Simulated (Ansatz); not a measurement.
# ZnS (Wurtzite-6H) (P6_3mc) in Ansatz: further runs

Aim: see how the results for ZnS (Wurtzite-6H) move with the level of theory and the settings. Levels: RPBE, revPBE. Tasks: band structure.

Program: Ansatz 0.2.0. These are calculated values, not measurements. Logs are shortened: lines on timing, memory, paths and dates and some standing lists are left out, and cuts for length are marked.

**What was measured.**

From a printed reference work, monograph, for a bulk crystal of ZnS at 4 K: band gap 3.911 eV (direct).

The results are compared with them further down.

## (1) Starting point

It takes space group P6_3mc (No. 186, hexagonal). Conventional cell: a = 3.812 Å, b = 3.812 Å, c = 18.690 Å, α = 90.00°, β = 90.00°, γ = 120.00°. Zn (site symmetry 3m) has 4 S at 2.33 to 2.34 Å as nearest neighbours. Zn (site symmetry 3m) has 4 S at 2.33 to 2.34 Å as nearest neighbours. Around Zn (site symmetry 3m) lie 4 S at 2.33 to 2.34 Å. Around S (site symmetry 3m) lie 4 Zn at 2.33 to 2.34 Å. S (site symmetry 3m) is surrounded by 4 Zn at 2.33 to 2.34 Å. S (site symmetry 3m) has 4 Zn at 2.33 to 2.34 Å as nearest neighbours.

## (2) Band structure, RPBE

input.yaml

```yaml
crystal:
  lattice:
    - [3.812, 0.0, 0.0]
    - [-1.906, 3.3012888392, 0.0]
    - [0.0, 0.0, 18.68999]
  atoms:
    - { symbol: Zn, position: [0.3333333333, 0.6666666667, 0.83333] }
    - { symbol: Zn, position: [0.6666666667, 0.3333333333, 0.33333] }
    - { symbol: Zn, position: [0.6666666667, 0.3333333333, 0.66667] }
    - { symbol: Zn, position: [0.3333333333, 0.6666666667, 0.16667] }
    - { symbol: Zn, position: [0.0, 0.0, 0.5] }
    - { symbol: Zn, position: [0.0, 0.0, 0.0] }
    - { symbol: S, position: [0.3333333333, 0.6666666667, 0.95833] }
    - { symbol: S, position: [0.6666666667, 0.3333333333, 0.45833] }
    - { symbol: S, position: [0.6666666667, 0.3333333333, 0.79167] }
    - { symbol: S, position: [0.3333333333, 0.6666666667, 0.29167] }
    - { symbol: S, position: [0.0, 0.0, 0.625] }
    - { symbol: S, position: [0.0, 0.0, 0.125] }
hamiltonian:
  xc: rpbe
  pseudopotentials: { kind: paw }
kpoints:
  mp_grid: { grid: [8, 8, 2] }
  band_path:
    path:
      - [[0.0, 0.0, 0.0], [0.5, 0.0, 0.0], [0.3333333333, 0.3333333333, 0.0], [0.0, 0.0, 0.0], [0.0, 0.0, 0.5], [0.5, 0.0, 0.5], [0.3333333333, 0.3333333333, 0.5], [0.0, 0.0, 0.5]]
      - [[0.5, 0.0, 0.5], [0.5, 0.0, 0.0]]
      - [[0.3333333333, 0.3333333333, 0.0], [0.3333333333, 0.3333333333, 0.5]]
    npoints: 10
scf:
  occupations: { method: fermi_dirac, width: 0.05 }
  n_extra_bands: 30
output:
  forces: true
  stress: true
  eigenvalues: true
  fatbands: false
```

Potentials or basis: Ansatz PAW.

The run is started by

```
> ansatz run input.yaml --threads 4 --pin off --max-ram 11264MiB --backend cpu --events-out ev --progress --plain --runs-dir out
```

What it wrote:

```text
Warning: RAYON_NUM_THREADS=4 ignored (pool sized by the plan → 4); use --threads N
scf.n_extra_bands = 30 over 54 filled bands (N_el = 108.0): the run solves 84 bands
Engine: ansatz 0.2.0, x86_64-unknown-linux-gnu
Pseudopotentials: kind: paw
Pseudopotential: Zn, paw, valence charge 12, recommended cutoff 420 eV (normal), Zn.paw.azcp
Pseudopotential: S, paw, valence charge 6, recommended cutoff 420 eV (normal), S.paw.azcp
Functional definition: RPBE
  parameter kappa = 0.804
  parameter beta = 0.06672455060314922
  exchange = rpbe_x(kappa = kappa, mu = beta*pi^2/3)
  correlation = pbe_c(beta = beta)
Crystal: 12 atoms, lattice volume = 235.204 Å³
Basis set: ecut = 420 eV, 4611 PW (Γ), exchange–correlation on 54×54×250 points (8 copies of the dense FFT grid, shifted against one another)
Bands: 84, of which v1, the nominal top of the filled ones, is band 54 counted from 1 (53 counted from 0)
Symmetry: 12 space group operations
Space group: P63mc (ITA 186), of the structure as read, at distance tolerance 6.2e-5 Å
k-points: 20 of 128
Non-local potential: Zn, projectors of the file, l = 0: 2, l = 1: 2, l = 2: 3, l = 3: 1
Non-local potential: S, projectors of the file, l = 0: 2, l = 1: 2, l = 2: 2
PAW form: soft (Blöchl's): semilocal exchange-correlation on the pseudo side does not see the compensation charge
PAW frozen core: Zn, regenerated for the run's functional, and the local potential with it (the file was generated under x = pbe(κ = 0.804, μ = 0.2195149727645171), c = pbe(β = 0.06672455060314922))
PAW frozen core: S, regenerated for the run's functional, and the local potential with it (the file was generated under x = pbe(κ = 0.804, μ = 0.2195149727645171), c = pbe(β = 0.06672455060314922))
PAW one-centre angular grid: Zn, 590 points (default); XC on 64 Gauss nodes
PAW one-centre angular grid: S, 110 points (default); XC on 64 Gauss nodes
Initial density: superposition of atomic densities (neutral atoms: chi_scale 0, normalization atom), corrected by the library's trained network
Initial wavefunctions: pseudopotential atomic-orbital guess
Functional: x = rpbe, c = pbe(β = 0.06672455060314922)
SCF iter   1: F=—  HF=-25389.557799 eV  |F-HF|=—  |Δ(HF+E_count)|=         —  Δρ=3.84e-3  dr2=1.88e-2  ethr=1.77e-3  ⟨swp⟩=7.3  Hψ=8218  notcnv=0  defer=135
preconditioner: auto → Resta (q_TF=auto, 2.396 Å⁻¹)  ε∞=4.6  [insulator: Δε(μ)=2.339 eV  Ē_g=13.172 eV  σ=0.050 eV  W_gap=1.00  n_scr=68 (ndim 8)  ℏωp=25.2 eV  f_vac=0.030  D(μ)=0.00/eV (n_scr^D=0)  ε∞_Penn≈4.6]
SCF iter   2: F=—  HF=-25389.554035 eV  |F-HF|=—  |Δ(HF+E_count)|=   3.76e-3  Δρ=1.29e-3  dr2=3.51e-3  ethr=1.74e-5  ⟨swp⟩=2.0  Hψ=3018  notcnv=0  defer=346
SCF iter   3: F=—  HF=-25389.553680 eV  |F-HF|=—  |Δ(HF+E_count)|=   3.55e-4  Δρ=9.21e-4  dr2=1.51e-3  ethr=3.25e-6  ⟨swp⟩=2.0  Hψ=2026  notcnv=0  defer=346
SCF iter   4: F=—  HF=-25389.554323 eV  |F-HF|=—  |Δ(HF+E_count)|=   6.43e-4  Δρ=3.34e-4  dr2=3.04e-4  ethr=1.40e-6  ⟨swp⟩=2.1  Hψ=2121  notcnv=0  defer=346
SCF iter   5: F=—  HF=-25389.554492 eV  |F-HF|=—  |Δ(HF+E_count)|=   1.69e-4  Δρ=7.32e-5  dr2=2.00e-5  ethr=2.82e-7  ⟨swp⟩=2.0  Hψ=2098  notcnv=0  defer=346
SCF iter   6: F=—  HF=-25389.554290 eV  |F-HF|=—  |Δ(HF+E_count)|=   2.01e-4  Δρ=1.90e-5  dr2=9.50e-7  ethr=1.85e-8  ⟨swp⟩=2.0  Hψ=2298  notcnv=0  defer=346
SCF iter   7: F=—  HF=-25389.554294 eV  |F-HF|=—  |Δ(HF+E_count)|=   3.42e-6  Δρ=1.91e-5  dr2=5.29e-7  ethr=8.80e-10  ⟨swp⟩=2.0  Hψ=2298  notcnv=0  defer=346
SCF iter   8: F=-25389.554294 eV  HF=-25389.554294 eV  |F-HF|=1.08e-7  |Δ(HF+E_count)|=   1.13e-8  Δρ=4.23e-6  dr2=3.56e-8  ethr=9.26e-11  ⟨swp⟩=10.6  Hψ=9603  notcnv=0
SCF 1 converged in 8 iterations: F = -25389.554294 eV  dr2 = 3.56e-8
NSCF: frozen V_eff on 93 k-points
SCF converged after 8 iterations
Free energy (F): -25389.554294 eV
Harris-Foulkes:  -25389.554294 eV  (|F-HF|=1.08e-7)
Internal energy: -25389.554294 eV  (E = F + TS)
E sigma→0 (E₀):  -25389.554294 eV
Fermi energy:    7.192757 eV
--- Per-component energies (eV) ---
  E_band       = 53.174456
  E_kinetic    = 1430.909286
  E_local      = -12228.214139  (includes V_loc(G=0)·N_el)
  E_nonlocal   = 3853.896869
  E_hartree    = 5120.773000
  E_xc         = -1410.734625
  E_vxc        = -835.072593  (∫ρ·V_xc dr)
  E_paw        = -14622.144325  (= ΣΔE_a)
  E_vpaw       = -2409.883218  (= ΣTr[D̂ρ^β])
  E_aug_tail   = -0.002224  (compensation charges beyond the density's cutoff)
  E_ewald      = -7533.374756
  E_core_change = -0.663379  (= ΣΔE_core)
  E_smearing   = -0.000000  (= −TS)
  E_closure    = -0.000000  (closes the sum)
  Σ components = -25389.554294   (vs F -25389.554294, Δ=0.00e0)
--- Forces (eV/Å), atoms counted from 1 ---
  atom   1  Zn    -0.00000000    -0.00000000     0.00223629
  atom   2  Zn     0.00000000     0.00000000     0.00223629
  atom   3  Zn    -0.00000000    -0.00000000     0.01182131
  atom   4  Zn    -0.00000000     0.00000000     0.01182131
  atom   5  Zn     0.00000000     0.00000000    -0.00166535
  atom   6  Zn    -0.00000000    -0.00000000    -0.00166535
  atom   7  S      0.00000000     0.00000000    -0.02953141
  atom   8  S      0.00000000    -0.00000000    -0.02953141
  atom   9  S      0.00000000     0.00000000    -0.00619692
  atom  10  S      0.00000000    -0.00000000    -0.00619692
  atom  11  S      0.00000000     0.00000000     0.02332916
  atom  12  S      0.00000000    -0.00000000     0.02332916
  max |Σ_I F_I| component: 1.38e-5 eV/Å
--- Stress (GPa, compression-positive) ---
        4.713451       0.000000      -0.000000
        0.000000       4.713451       0.000000
        0.000000       0.000000       4.760845
  P = ⅓ Tr σ = 4.7292 GPa (47.292 kbar)
--- Band table (eV; the first three rows and the last of 20) ---
  k-point 0: bands = ["-7.1904", "-6.9908", "-6.9822", "-6.5295", "-6.5205", "-6.2586", "-0.3340", "-0.3319", "-0.3291", "-0.3291", "-0.3221", "-0.3093", "-0.3093", "-0.2896", "-0.2896", "-0.2526", "-0.2526", "-0.2386", "-0.2386", "-0.2222", "-0.2222", "-0.1773", "-0.1698", "0.1620", "0.1620", "0.1654", "0.1654", "0.1799", "0.1799", "0.1852", "0.1852", "0.2048", "0.2048", "0.2145", "0.2145", "0.3827", "0.6996", "2.1177", "2.1270", "4.3130", "4.3298", "5.1085", "5.1085", "5.3017", "5.3017", "5.3136", "5.3136", "5.7377", "5.7377", "5.7487", "5.7487", "5.9650", "5.9876", "5.9876", "8.3209", "9.3277", "9.3790", "9.4478", "9.4939", "9.6164", "12.3711", "12.3795", "12.3795", "12.4627", "12.4804", "12.6085", "12.6085", "12.8187", "12.8187", "12.9124", "12.9124", "13.1759", "13.1759", "13.3263", "13.3263", "13.9200", "14.0562", "15.2153", "16.4915", "16.4915", "16.8363", "16.8363", "17.5118", "17.5118"]
  k-point 1: bands = ["-7.1372", "-7.1372", "-6.7659", "-6.7659", "-6.3328", "-6.3328", "-0.3338", "-0.3338", "-0.3220", "-0.3220", "-0.3220", "-0.3220", "-0.2887", "-0.2887", "-0.2710", "-0.2710", "-0.2710", "-0.2710", "-0.2277", "-0.2277", "-0.2277", "-0.2277", "0.0706", "0.0706", "0.1639", "0.1639", "0.1639", "0.1639", "0.1817", "0.1817", "0.1817", "0.1817", "0.2103", "0.2103", "0.2103", "0.2103", "1.2392", "1.2392", "3.1794", "3.1794", "5.1609", "5.1609", "5.1609", "5.1609", "5.4003", "5.4003", "5.5181", "5.5181", "5.5181", "5.5181", "5.9199", "5.9199", "5.9199", "5.9199", "8.7791", "8.7791", "9.3840", "9.3840", "9.6516", "9.6516", "12.3876", "12.3876", "12.4662", "12.4662", "12.4662", "12.4662", "12.9011", "12.9011", "12.9011", "12.9011", "13.0102", "13.0102", "13.2414", "13.2414", "13.2414", "13.2414", "14.8652", "14.8652", "16.7086", "16.7086", "16.7086", "16.7086", "17.3639", "17.3639"]
  k-point 2: bands = ["-7.0858", "-6.8946", "-6.8860", "-6.4558", "-6.4469", "-6.2010", "-0.3479", "-0.3430", "-0.3262", "-0.3115", "-0.3081", "-0.2859", "-0.2764", "-0.2669", "-0.2664", "-0.2520", "-0.2418", "-0.2240", "-0.2167", "-0.2100", "-0.1907", "-0.1577", "-0.1456", "0.1462", "0.1513", "0.1536", "0.1634", "0.1670", "0.1763", "0.1789", "0.1931", "0.1992", "0.2095", "0.2173", "0.2194", "0.4167", "0.8560", "2.1650", "2.1730", "4.0655", "4.0912", "4.3718", "4.6488", "4.6683", "4.8654", "5.0721", "5.0861", "5.0941", "5.2489", "5.3409", "5.5779", "5.5866", "5.8354", "5.8589", "9.0784", "9.8928", "10.0241", "10.0380", "10.1020", "10.2906", "11.7413", "11.7973", "12.1250", "12.5017", "12.6472", "12.6603", "12.7074", "12.8999", "12.9378", "12.9754", "13.1051", "13.3798", "13.4011", "13.6068", "13.6749", "13.8495", "14.0474", "14.9944", "15.6095", "15.9773", "16.4477", "16.7649", "16.8234", "17.0647"]
  k-point 19: bands = ["-6.1000", "-6.1000", "-6.0377", "-6.0377", "-5.9792", "-5.9792", "-0.2533", "-0.2533", "-0.2198", "-0.2198", "-0.1663", "-0.1663", "-0.1374", "-0.1374", "-0.1026", "-0.1026", "-0.0490", "-0.0490", "0.0521", "0.0521", "0.0834", "0.0834", "0.1260", "0.1260", "0.1628", "0.1628", "0.1844", "0.1844", "0.2030", "0.2030", "0.3952", "0.3952", "0.4373", "0.4373", "0.5090", "0.5090", "1.2093", "1.2093", "1.4259", "1.4259", "1.5734", "1.5734", "2.7757", "2.7757", "3.1077", "3.1077", "3.5085", "3.5085", "3.9566", "3.9566", "4.3264", "4.3264", "4.5789", "4.5789", "10.5257", "10.5257", "10.8376", "10.8376", "11.2147", "11.2147", "11.9889", "11.9889", "12.2380", "12.2380", "12.7198", "12.7198", "13.3326", "13.3326", "14.0706", "14.0706", "14.6027", "14.6027", "14.9640", "14.9640", "15.6376", "15.6376", "15.8263", "15.8263", "16.6745", "16.6745", "17.1675", "17.1675", "17.3397", "17.3397"]
```

Run time: 36 s. Hardware: 4 threads of Intel Xeon at 2.70GHz, shared host; peak memory 1.4 GiB.

Results:

| Item | Value |
| --- | --- |
| Free energy | -25389.5543 eV |
| Pressure | 4.7 GPa |
| Largest force | 0.030 eV/Å |
| Band gap on the k mesh | 2.33 eV, direct |
| Band gap along the path | 2.33 eV, direct |

Forces on the atoms (eV/Å):
```
Zn   0.000  0.000  0.002
Zn   0.000  0.000  0.002
Zn   0.000  0.000  0.012
Zn   0.000  0.000  0.012
Zn   0.000  0.000 -0.002
Zn   0.000  0.000 -0.002
S    0.000  0.000 -0.030
S    0.000  0.000 -0.030
S    0.000  0.000 -0.006
S    0.000  0.000 -0.006
S    0.000  0.000  0.023
S    0.000  0.000  0.023
```

Levels at the corners of the path, in eV from the valence-band top:
```csv
point,band 52,band 53,band 54,band 55,band 56,band 57
Γ,-0.02,0.00,0.00,2.33,3.34,3.39
M,-1.25,-1.08,-0.88,3.57,3.70,3.74
K,-1.54,-1.48,-1.48,4.54,4.54,4.54
Γ,-0.02,0.00,0.00,2.33,3.34,3.39
A,-0.07,-0.07,-0.07,2.79,2.79,3.40
L,-1.21,-0.98,-0.98,3.50,3.50,3.97
H,-1.69,-1.55,-1.55,4.78,4.78,4.86
A,-0.07,-0.07,-0.07,2.79,2.79,3.40
L,-1.21,-0.98,-0.98,3.50,3.50,3.97
M,-1.25,-1.08,-0.88,3.57,3.70,3.74
K,-1.54,-1.48,-1.48,4.54,4.54,4.54
H,-1.69,-1.55,-1.55,4.78,4.78,4.86
```

Caveat: the cell's inner coordinates are idealised or old, which leaves forces on the atoms; the PAW data sets come from PBE, with cores solved anew for the run's functional, which leaves a small shift of forces and pressure.

## (3) Band structure, revPBE

input.yaml: that of step 2 with these lines changed.

```diff
@@ -19,3 +19,3 @@
 hamiltonian:
-  xc: rpbe
+  xc: revpbe
   pseudopotentials: { kind: paw }
@@ -37 +37,5 @@
   fatbands: false
+  write_density: true
+  write_potential: true
+  elf: true
+  volumetric_format: npy
```

Potentials or basis: Ansatz PAW.

The run is started by

```
> ansatz run input.yaml --threads 4 --pin off --max-ram 11264MiB --backend cpu --events-out ev --progress --plain --runs-dir out
```

Wall time 36 s (4 threads of Intel Xeon at 2.70GHz, shared host); peak memory 1.5 GiB.

It converged, with:

```
Free energy             : -25374.3575 eV
Pressure                : 4.0 GPa
Largest force           : 0.029 eV/Å
Band gap on the k mesh  : 2.29 eV, direct
Band gap along the path : 2.29 eV, direct
```

Forces on the atoms (eV/Å):
```
Zn   0.000  0.000  0.002
Zn   0.000  0.000  0.002
Zn   0.000  0.000  0.012
Zn   0.000  0.000  0.012
Zn   0.000  0.000 -0.002
Zn   0.000  0.000 -0.002
S    0.000  0.000 -0.029
S    0.000  0.000 -0.029
S    0.000  0.000 -0.006
S    0.000  0.000 -0.006
S    0.000  0.000  0.024
S    0.000  0.000  0.024
```

Levels at the corners of the path, in eV from the valence-band top:
```
point  band 50  band 51  band 52  band 53  band 54  band 55  band 56  band 57  band 58  band 59
    Γ    -0.24    -0.24    -0.02     0.00     0.00     2.29     3.31     3.36     3.43     3.47
    M    -1.48    -1.26    -1.26    -1.09    -0.88     3.53     3.66     3.70     3.96     4.12
    K    -2.01    -1.89    -1.54    -1.48    -1.48     4.51     4.51     4.51     5.40     5.50
    Γ    -0.24    -0.24    -0.02     0.00     0.00     2.29     3.31     3.36     3.43     3.47
    A    -0.47    -0.07    -0.07    -0.07    -0.07     2.75     2.75     3.36     3.36     3.63
    L    -1.61    -1.21    -1.21    -0.98    -0.98     3.47     3.47     3.94     3.94     4.23
    H    -1.89    -1.69    -1.69    -1.55    -1.55     4.75     4.75     4.83     4.83     4.95
    A    -0.47    -0.07    -0.07    -0.07    -0.07     2.75     2.75     3.36     3.36     3.63
    L    -1.61    -1.21    -1.21    -0.98    -0.98     3.47     3.47     3.94     3.94     4.23
    M    -1.48    -1.26    -1.26    -1.09    -0.88     3.53     3.66     3.70     3.96     4.12
    K    -2.01    -1.89    -1.54    -1.48    -1.48     4.51     4.51     4.51     5.40     5.50
    H    -1.89    -1.69    -1.69    -1.55    -1.55     4.75     4.75     4.83     4.83     4.95
```

Caveat: the cell's inner coordinates are idealised or old, which leaves forces on the atoms; the PAW data sets come from PBE, with cores solved anew for the run's functional, which leaves a small shift of forces and pressure.

## (4) Comparison with measurements

Step 2. A measured gap of ZnS is 3.911 eV (direct; 4 K; a printed reference work, monograph); the calculated 2.33 eV misses it by -1.58 eV. The value is that of RPBE, without temperature or zero-point motion. Semilocal functionals fall short of measured gaps as a rule.

Step 3. Measured gap of ZnS: 3.911 eV (direct; 4 K; a printed reference work, monograph). This calculation gives 2.29 eV (-1.62 eV). The value is that of revPBE, without temperature or zero-point motion. Semilocal functionals fall short of measured gaps as a rule.
